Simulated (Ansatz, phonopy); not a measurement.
## LiBr (Fm-3m): thermal expansion from first principles

How much does LiBr expand with temperature?

Experimental results on record:
- volume expansion coefficient 149.4 1e-6/K and heat capacity C_P per formula unit 48.9 J/mol/K near room temperature (given in “High-Throughput Prediction of Finite-Temperature Properties using the Quasi-Harmonic Approximation”, 2016, arXiv:1603.06924)
- volume expansion coefficient 146.7 1e-6/K near room temperature (given in “Descriptors for thermal expansion in solids”, 2017, arXiv:1701.03966)

Calculated with Ansatz 0.2.0; DFT LDA, scalar-relativistic, plane waves, PAW.

Report form: the programs' logs are mostly left out.

## (1) Set-up

Symmetry: Fm-3m, No. 225, cubic system. The conventional cell has a = 5.501 Å, b = 5.501 Å, c = 5.501 Å, α = 90.00°, β = 90.00°, γ = 90.00°. Li has 6 Br at 2.75 Å nearest. Nearest to Br lie 6 Li at 2.75 Å. Farther neighbours and most contacts between anions are not listed.

## (2) A first coarse run

Before spending time, one coarse run tells the gap and the pressure of the starting cell.

The input, input.yaml:

```yaml
crystal:
  lattice:
    - [0.0, 2.75065, 2.75065]
    - [2.75065, 0.0, 2.75065]
    - [2.75065, 2.75065, 0.0]
  atoms:
    - { symbol: Li, position: [0.0, 0.0, 0.0] }
    - { symbol: Br, position: [0.5, 0.5, 0.5] }
kpoints:
  mp_grid: { grid: [6, 6, 6] }
hamiltonian:
  xc: lda
scf:
  occupations: { method: gaussian, width: 0.1 }
output:
  forces: true
  stress: true
  eigenvalues: true
```

Launch:

```console
> ansatz run input.yaml --threads 4 --pin off --max-ram 16384MiB --backend cpu --events-out ev --progress --plain --runs-dir out
```

Wall time 4.5 s (4 threads of Intel Xeon Platinum 8259CL at 2.50GHz (Skylake/Cascade Lake), shared host); peak memory 0.33 GiB.

Numbers from this step:

```
pressure          : -2.787 GPa
gap on the k-mesh : 4.643 eV
volume per atom   : 20.81 Å³
```

The start is under -2.8 GPa at this level and looks like an insulator or semiconductor on this mesh.

## (3) Relaxation

The vibrations must be taken about the equilibrium of this functional, not about the starting cell, so the structure is relaxed.

input.yaml, the sections that differ from step 2:

```yaml
kpoints:
  mp_grid: { grid: [8, 8, 8] }
scf:
  occupations: { method: gaussian, width: 0.02 }
relax:
  adjacent_minimum: "off"
  f_tol: 0.005
  max_steps: 80
  cell: { stress_tol: 0.05 }
# crystal, hamiltonian, output: as in step 2
```

Run time: 5.3 s. Hardware: 4 threads; peak memory 0.37 GiB; 7.4 s of CPU time.

Step by step:

```csv
step,energy less that of the first step (eV),largest force component (eV/Å),pressure (GPa),volume (Å³)
1,0.0000,0.0000,-2.79,41.62
2,-0.0409,0.0000,0.05,37.38
3*,-0.0402,0.0000,0.05,37.38
```

Relaxation steps marked * repeat the geometry before them on a plane-wave basis chosen anew for their cell, so energy and pressure can jump there.

Forces are held to the 48 operations that the run works with; a distortion that breaks them can't arise in this run.

```csv
"conventional cell, symmetrised",before,after,change
a (Å),5.501,5.307,-3.5 %
b (Å),5.501,5.307,-3.5 %
c (Å),5.501,5.307,-3.5 %
volume (Å³/atom),20.81,18.69,-10.2 %
```

The relaxed structure:

```xyz
2
Lattice="0.0000 2.6537 2.6537 2.6537 0.0000 2.6537 2.6537 2.6537 0.0000" Properties=species:S:1:pos:R:3 pbc="T T T"
Li    0.0000    0.0000    0.0000
Br    2.6537    2.6537    2.6537
```

This step gave:

```yaml
pressure: 0.04924 GPa
gap_on_the_k_mesh: 5.158 eV
volume_per_atom: 18.69 Å³
```

The relaxation ends with a pressure of 0.05 GPa.

## (4) A second relaxation

The relaxation is run once more from where the first one ended, as the script does after a large change of volume or of the gap, with mesh and occupations reviewed.

input.yaml, as its differences from that of step 3:

```diff
@@ -2,5 +2,5 @@
   lattice:
-    - [0.0, 2.75065, 2.75065]
-    - [2.75065, 0.0, 2.75065]
-    - [2.75065, 2.75065, 0.0]
+    - [0.0, 2.6537457271, 2.6537457271]
+    - [2.6537457271, 0.0, 2.6537457271]
+    - [2.6537457271, 2.6537457271, 0.0]
   atoms:
```

Wall time 0.83 s (4 threads); peak memory 0.35 GiB.

Little changed from the start: no atom moved by 0.005 Å and no cell edge by 0.1 %.

Numbers from this step:

```yaml
pressure: 0.04925 GPa
```

## (5) Tight relaxation

The relaxation is repeated with tighter thresholds on force and stress, since phonons are sensitive to what is left; a change of mesh or smearing in the input moves the cell too.

input.yaml, the sections that differ from step 4:

```yaml
scf:
  occupations: { method: fixed }
relax:
  adjacent_minimum: "off"
  f_tol: 0.001
  max_steps: 60
  cell: { stress_tol: 0.01 }
# crystal, kpoints, hamiltonian, output: as in step 4
```

The job ended after 1.1 s (4 threads; peak memory 0.35 GiB).

Little changed from the start: no atom moved by 0.005 Å and no cell edge by 0.1 %.

This step gave:

| Quantity | Value |
| --- | --- |
| pressure | 0.002719 GPa |
| gap on the k-mesh | 5.150 eV |
| volume per atom | 18.71 Å³ |

The residual pressure is 0.0027 GPa, small enough for phonons.

## (6) The quasi-harmonic study, cutoff 487.2 eV, k-mesh 8×8×8

Thermal expansion follows from how the free energy of the vibrations (and of the electrons in a metal) changes with strain, so the program makes strained cells, their phonons and a fit in one run.

input.yaml, the sections that differ from step 5:

```yaml
crystal:
  lattice:
    - [0.0, 2.6549767122, 2.6549767122]
    - [2.6549767122, 0.0, 2.6549767122]
    - [2.6549767122, 2.6549767122, 0.0]
  atoms:
    - { symbol: Li, position: [0.0, 0.0, 0.0] }
    - { symbol: Br, position: [0.5, 0.5, 0.5] }
output:
  eigenvalues: true
phonons:
  method: dfpt
  qmesh: [2, 2, 2]
  temperatures: { t_max: 500.0, t_step: 25 }
  thermal_expansion: {}
# kpoints, hamiltonian, scf: as in step 5
# relax: removed
```

It took 82 s on 4 threads; peak memory 0.57 GiB; 4.4 min of CPU time.

This step gave:

```yaml
pressure: 0.003121 GPa
volume_expansion_coefficient_at_298_k: 159.9 1e-6/K
c_p_at_298_k: 25.88 J/mol-atom/K
entropy_at_298_k: 36.95 J/mol-atom/K
isothermal_bulk_modulus_at_298_k: 25.47 GPa
grueneisen_parameter_at_298_k: 2.037
volume_at_298_k: 19.58 Å³/atom
principal_linear_expansion_coefficients_at_298_k: 53.31, 53.31, 53.31 1e-6/K
```

Strained cells of the study; zero-point energy where phonons were solved; the pressures are stresses at a fixed cutoff and can carry an offset from the finite basis. Expansion cells, by row:

```csv
cell,|a| (Å),|b| (Å),|c| (Å),V (Å³/atom),E - E_lowest (meV/atom),"pressure, compression positive (GPa)",gap (eV),zero-point energy (meV/atom)
1,3.755,3.755,3.755,18.71,0,-0.015,5.15,-
2,3.785,3.785,3.785,19.17,1.083,-0.77,5.027,-
3,3.725,3.725,3.725,18.27,1.143,0.824,5.278,-
4,3.755,3.755,3.755,18.72,0.001,-0.026,5.148,31.09
5,3.774,3.774,3.774,19,0.444,-0.507,5.071,30.19
6,3.78,3.78,3.78,19.09,0.743,-0.645,5.048,29.93
7,3.804,3.804,3.804,19.46,2.883,-1.212,4.952,28.77
8,3.829,3.829,3.829,19.85,6.36,-1.73,4.858,27.62
9,3.854,3.854,3.854,20.23,11.11,-2.203,4.768,26.46
10,3.879,3.879,3.879,20.63,17.07,-2.632,4.681,25.31
11,3.718,3.718,3.718,18.17,1.759,1.037,5.309,-
12,3.736,3.736,3.736,18.44,0.428,0.488,5.228,-
13,3.91,3.91,3.91,21.13,25.98,-3.105,4.578,-
```

Quasi-harmonic; a, b, c are the run's own cell vectors. Expansion, by row:

```csv
T (K),a (Å),b (Å),c (Å),alpha (deg),beta (deg),gamma (deg),cell volume (Å³/cell),alpha_a (1e-6/K),alpha_b (1e-6/K),alpha_c (1e-6/K),alpha_V (1e-6/K),C_P (J/mol-atom/K),C_V (J/mol-atom/K),S (J/mol-atom/K),B_T (GPa),B_S (GPa),Grueneisen,extrapolation,fit error (1e-6/K)
0,3.774,3.774,3.774,60,60,60,38.02,0,0,0,0,0,0,0,31.71,31.71,-,0,0
25,3.775,3.775,3.775,60,60,60,38.03,3.79,3.79,3.79,11.38,2.624,2.623,0.852,31.68,31.7,1.574,0,0.01
50,3.775,3.775,3.775,60,60,60,38.05,13.06,13.06,13.06,39.19,8.574,8.546,4.57,31.51,31.61,1.655,0,0.01
75,3.777,3.777,3.777,60,60,60,38.1,21.7,21.7,21.7,65.11,13.16,13.05,8.956,31.16,31.43,1.784,0,0.02
100,3.779,3.779,3.779,60,60,60,38.17,28.6,28.6,28.6,85.79,16.56,16.3,13.23,30.69,31.18,1.857,0,0.02
125,3.782,3.782,3.782,60,60,60,38.26,33.77,33.77,33.77,101.3,19,18.55,17.21,30.16,30.89,1.897,0,0.02
150,3.786,3.786,3.786,60,60,60,38.36,37.74,37.74,37.74,113.2,20.77,20.12,20.84,29.58,30.55,1.924,0,0.03
175,3.789,3.789,3.789,60,60,60,38.48,40.96,40.96,40.96,122.9,22.1,21.21,24.14,28.97,30.18,1.944,0,0.03
200,3.793,3.793,3.793,60,60,60,38.6,43.71,43.71,43.71,131.1,23.13,22,27.16,28.32,29.78,1.962,0,0.04
225,3.798,3.798,3.798,60,60,60,38.73,46.22,46.22,46.22,138.7,23.97,22.58,29.94,27.65,29.36,1.98,0,0.05
250,3.802,3.802,3.802,60,60,60,38.87,48.62,48.62,48.62,145.9,24.69,23.01,32.5,26.94,28.9,1.999,0,0.06
275,3.807,3.807,3.807,60,60,60,39.01,51.02,51.02,51.02,153.1,25.33,23.34,34.88,26.2,28.42,2.018,0,0.06
298.1,3.812,3.812,3.812,60,60,60,39.16,53.31,53.31,53.31,159.9,25.88,23.59,36.95,25.47,27.94,2.037,0,0.06
300,3.812,3.812,3.812,60,60,60,39.17,53.5,53.5,53.5,160.5,25.92,23.6,37.11,25.41,27.91,2.038,0,0.06
325,3.817,3.817,3.817,60,60,60,39.33,56.16,56.16,56.16,168.5,26.49,23.81,39.21,24.58,27.36,2.06,0,0.06
350,3.823,3.823,3.823,60,60,60,39.5,59.08,59.08,59.08,177.2,27.07,23.97,41.2,23.7,26.77,2.084,0,0.07
375,3.828,3.828,3.828,60,60,60,39.68,62.35,62.35,62.35,187.1,27.68,24.11,43.08,22.76,26.13,2.11,0,0.11
400,3.835,3.835,3.835,60,60,60,39.87,66.13,66.13,66.13,198.4,28.33,24.22,44.89,21.76,25.45,2.139,0,0.16
425,3.841,3.841,3.841,60,60,60,40.08,70.58,70.58,70.58,211.7,29.07,24.31,46.63,20.67,24.71,2.172,0,0.21
450,3.848,3.848,3.848,60,60,60,40.3,75.98,75.98,75.98,227.9,29.92,24.39,48.31,19.48,23.9,2.209,0,0.21
475,3.856,3.856,3.856,60,60,60,40.54,82.74,82.74,82.74,248.2,30.95,24.46,49.96,18.18,23,2.252,0,0.13
500,3.864,3.864,3.864,60,60,60,40.8,91.55,91.55,91.55,274.7,32.27,24.52,51.58,16.72,22.01,2.302,0,0.61
```

Table of expansion coefficient by temperature; values in 1e-6/K:

```csv
temperature (K),volume,principal 1
0,0,0
25,11.4,3.79
50,39.2,13.1
75,65.1,21.7
100,85.8,28.6
125,101,33.8
150,113,37.7
175,123,41.0
200,131,43.7
225,139,46.2
250,146,48.6
275,153,51.0
298,160,53.3
300,161,53.5
325,168,56.2
350,177,59.1
375,187,62.4
400,198,66.1
425,212,70.6
450,228,76.0
475,248,82.7
500,275,91.5
```

At 298 K the volume expansion is 160 × 10⁻⁶/K and B_T is 25.5 GPa. The log warns that this q-mesh is too narrow, so the figure can be far off. The program raised the cutoff to 487.2 eV by itself: with no cutoff typed, the study takes about 1.16 times the default for its relaxations and scales it with the volume for the phonons.

## (7) Quasi-harmonic fit by phonopy

This step: DFT LDA, scalar-relativistic, plane waves, PAW (phonopy 4.10.0).

This step gave:

| Quantity | Value |
| --- | --- |
| volume expansion coefficient at 300 K | 161.5 1e-6/K |
| isothermal bulk modulus at 300 K | 25.27 GPa |
| C_P at 300 K | 25.95 J/mol-atom/K |
| Grüneisen parameter at 300 K | 2.039 |

The energy (each curve on its own zero) by volume; values in meV/atom:

```csv
volume (Å³/atom),static,F at 0 K,F at 300 K,F at 500 K
18.721,0,2.61,7.19,11.6
19.003,0.44,2.16,5.31,8.29
19.088,0.74,2.19,4.9,7.46
19.463,2.88,3.17,3.91,4.56
19.845,6.36,5.5,4.11,2.76
20.235,11.1,9.09,5.43,1.96
20.632,17.1,13.9,7.75,2.02
```

Phonopy-qha, vinet fit of F(V) at each temperature. Qha vinet, by row:

```csv
T (K),fitted volume (Å³/atom),alpha_V (1e-6/K),B_T (GPa),C_P (J/mol-atom/K),Grueneisen
75,19.05,64.15,31.14,13.08,1.756
100,19.09,84.83,30.68,16.53,1.835
125,19.13,100.6,30.15,19,1.883
150,19.18,112.7,29.56,20.79,1.914
175,19.24,122.6,28.94,22.12,1.937
200,19.3,131.1,28.27,23.16,1.958
225,19.37,138.8,27.57,24,1.977
250,19.43,146.3,26.84,24.71,1.997
275,19.51,153.7,26.07,25.35,2.017
300,19.58,161.5,25.27,25.95,2.039
325,19.67,169.8,24.43,26.53,2.063
350,19.75,178.7,23.55,27.12,2.089
375,19.84,188.7,22.64,27.73,2.117
400,19.94,199.8,21.68,28.38,2.147
425,20.04,212.5,20.68,29.1,2.181
450,20.15,227.1,19.64,29.92,2.219
475,20.27,244.2,18.54,30.86,2.26
```

Volume expansion coefficient against temperature; values in 1e-6/K:

```csv
temperature (K),"phonopy-qha, Vinet",Ansatz's own study
75,64.2,65.1
100,84.8,85.8
125,101,101
150,113,113
175,123,123
200,131,131
225,139,139
250,146,146
275,154,153
300,161,161
325,170,168
350,179,177
375,189,187
400,200,198
425,212,212
450,227,228
475,244,248
```

The fit gives a volume expansion of 161 × 10⁻⁶/K at 300 K, against 160 at 298 K from the study itself, whose static fit uses more cells.

## (8) Phonons on strained cells, k-mesh 4×4×4, q-mesh 4×4×4

This step: DFT LDA, scalar-relativistic, plane waves, PAW (Ansatz 0.2.0).

input.yaml, as its differences from that of step 6:

```diff
@@ -9,3 +9,3 @@
 kpoints:
-  mp_grid: { grid: [8, 8, 8] }
+  mp_grid: { grid: [4, 4, 4] }
 hamiltonian:
@@ -18,3 +18,3 @@
   method: dfpt
-  qmesh: [2, 2, 2]
+  qmesh: [4, 4, 4]
   temperatures: { t_max: 500.0, t_step: 25 }
```

Run time: 1.7 min. Hardware: 4 threads; peak memory 0.55 GiB.

A gap read on the k-mesh alone can miss the band edges.

Numbers from this step:

```yaml
pressure: 0.2466 GPa
gap_on_the_k_mesh: 5.142 eV
volume_expansion_coefficient_at_298_k: 176.7 1e-6/K
c_p_at_298_k: 26.4 J/mol-atom/K
entropy_at_298_k: 37.69 J/mol-atom/K
isothermal_bulk_modulus_at_298_k: 24.34 GPa
grueneisen_parameter_at_298_k: 2.161
volume_at_298_k: 19.77 Å³/atom
principal_linear_expansion_coefficients_at_298_k: 58.91, 58.91, 58.91 1e-6/K
```

Strained cells of the study; zero-point energy where phonons were solved; the pressures are stresses at a fixed cutoff and can carry an offset from the finite basis. Expansion cells, by row:

```csv
cell,|a| (Å),|b| (Å),|c| (Å),V (Å³/atom),E - E_lowest (meV/atom),"pressure, compression positive (GPa)",gap (eV),zero-point energy (meV/atom)
1,3.755,3.755,3.755,18.71,0.098,0.228,5.142,-
2,3.785,3.785,3.785,19.17,0.523,-0.548,5.02,-
3,3.725,3.725,3.725,18.27,1.952,1.091,5.27,-
4,3.764,3.764,3.764,18.86,0,-0.025,5.103,30.09
5,3.783,3.783,3.783,19.14,0.44,-0.505,5.027,29.19
6,3.79,3.79,3.79,19.24,0.803,-0.667,5.001,28.87
7,3.815,3.815,3.815,19.64,3.121,-1.251,4.902,27.66
8,3.841,3.841,3.841,20.04,6.9,-1.784,4.806,26.44
9,3.867,3.867,3.867,20.45,12.04,-2.267,4.714,25.22
10,3.893,3.893,3.893,20.87,18.5,-2.704,4.626,23.99
11,3.727,3.727,3.727,18.3,1.77,1.034,5.262,-
12,3.745,3.745,3.745,18.58,0.427,0.487,5.182,-
13,3.924,3.924,3.924,21.37,27.71,-3.164,4.525,-
```

Quasi-harmonic; a, b, c are the run's own cell vectors. Expansion, by row:

```csv
T (K),a (Å),b (Å),c (Å),alpha (deg),beta (deg),gamma (deg),cell volume (Å³/cell),alpha_a (1e-6/K),alpha_b (1e-6/K),alpha_c (1e-6/K),alpha_V (1e-6/K),C_P (J/mol-atom/K),C_V (J/mol-atom/K),S (J/mol-atom/K),B_T (GPa),B_S (GPa),Grueneisen,extrapolation,fit error (1e-6/K)
0,3.784,3.784,3.784,60,60,60,38.3,0,0,0,0,0,0,0,31.51,31.51,-,0,0
25,3.784,3.784,3.784,60,60,60,38.3,4.02,4.02,4.02,12.07,2.634,2.633,0.867,31.48,31.5,1.664,0,0.01
50,3.785,3.785,3.785,60,60,60,38.33,13.97,13.97,13.97,41.9,8.746,8.714,4.625,31.29,31.4,1.736,0,0.02
75,3.786,3.786,3.786,60,60,60,38.38,23.43,23.43,23.43,70.29,13.53,13.4,9.123,30.89,31.2,1.873,0,0.03
100,3.789,3.789,3.789,60,60,60,38.46,30.82,30.82,30.82,92.45,16.98,16.68,13.52,30.37,30.92,1.949,0,0.03
125,3.792,3.792,3.792,60,60,60,38.56,36.3,36.3,36.3,108.9,19.42,18.91,17.59,29.77,30.58,1.991,0,0.03
150,3.796,3.796,3.796,60,60,60,38.67,40.54,40.54,40.54,121.6,21.17,20.42,21.29,29.12,30.19,2.02,0,0.04
175,3.8,3.8,3.8,60,60,60,38.79,44.02,44.02,44.02,132.1,22.48,21.47,24.66,28.43,29.77,2.043,0,0.05
200,3.804,3.804,3.804,60,60,60,38.93,47.1,47.1,47.1,141.3,23.51,22.21,27.73,27.7,29.31,2.065,0,0.07
225,3.809,3.809,3.809,60,60,60,39.07,50,50,50,150,24.36,22.76,30.55,26.92,28.82,2.087,0,0.08
250,3.814,3.814,3.814,60,60,60,39.22,52.88,52.88,52.88,158.6,25.1,23.16,33.15,26.1,28.28,2.11,0,0.1
275,3.819,3.819,3.819,60,60,60,39.38,55.89,55.89,55.89,167.7,25.79,23.48,35.58,25.22,27.7,2.136,0,0.1
298.1,3.824,3.824,3.824,60,60,60,39.54,58.91,58.91,58.91,176.7,26.4,23.7,37.69,24.34,27.12,2.161,0,0.09
300,3.824,3.824,3.824,60,60,60,39.55,59.16,59.16,59.16,177.5,26.45,23.72,37.85,24.27,27.07,2.163,0,0.08
325,3.83,3.83,3.83,60,60,60,39.73,62.84,62.84,62.84,188.5,27.12,23.91,39.99,23.25,26.38,2.193,0,0.08
350,3.836,3.836,3.836,60,60,60,39.92,67.12,67.12,67.12,201.3,27.84,24.06,42.03,22.14,25.62,2.228,0,0.13
375,3.843,3.843,3.843,60,60,60,40.13,72.26,72.26,72.26,216.8,28.64,24.19,43.98,20.93,24.78,2.266,0,0.22
400,3.85,3.85,3.85,60,60,60,40.36,78.67,78.67,78.67,236,29.59,24.29,45.85,19.57,23.84,2.311,0,0.34
425,3.858,3.858,3.858,60,60,60,40.61,87.04,87.04,87.04,261.1,30.77,24.38,47.68,18.05,22.79,2.364,0,0.43
450,3.867,3.867,3.867,60,60,60,40.89,98.63,98.63,98.63,295.9,32.36,24.45,49.48,16.3,21.57,2.428,0,0.28
475,3.878,3.878,3.878,60,60,60,41.22,116.2,116.2,116.2,348.5,34.7,24.52,51.29,14.22,20.13,2.509,0,1.14
500,3.89,3.89,3.89,60,60,60,41.63,147.2,147.2,147.2,441.6,38.79,24.57,53.16,11.63,18.36,2.62,0,7.97
```

Expansion coefficient against temperature; values in 1e-6/K:

```csv
temperature (K),volume,principal 1
0,0,0
25,12.1,4.02
50,41.9,14.0
75,70.3,23.4
100,92.5,30.8
125,109,36.3
150,122,40.5
175,132,44.0
200,141,47.1
225,150,50
250,159,52.9
275,168,55.9
298,177,58.9
300,177,59.2
325,189,62.8
350,201,67.1
375,217,72.3
400,236,78.7
425,261,87.0
450,296,98.6
475,349,116
500,442,147
```

Changing the q-mesh (2×2×2 → 4×4×4) and the k-mesh (8×8×8 → 4×4×4) takes the volume expansion at 298 K from 160 to 177 × 10⁻⁶/K and B_T from 25.5 to 24.3 GPa.

(Continued in part 2 of 2.)

[Logs are printed without paths, hosts, clocks, repeated set-up lines and the standing remarks that a program may print on its own settings, such as how far it seeks lower states.]

[Hosts, paths, dates, database ids (printed as entryN), source tags and the programs' standing remarks are cut or masked in the printed files.]

[A step with changed settings may run another functional than the one named; its input shows which.]
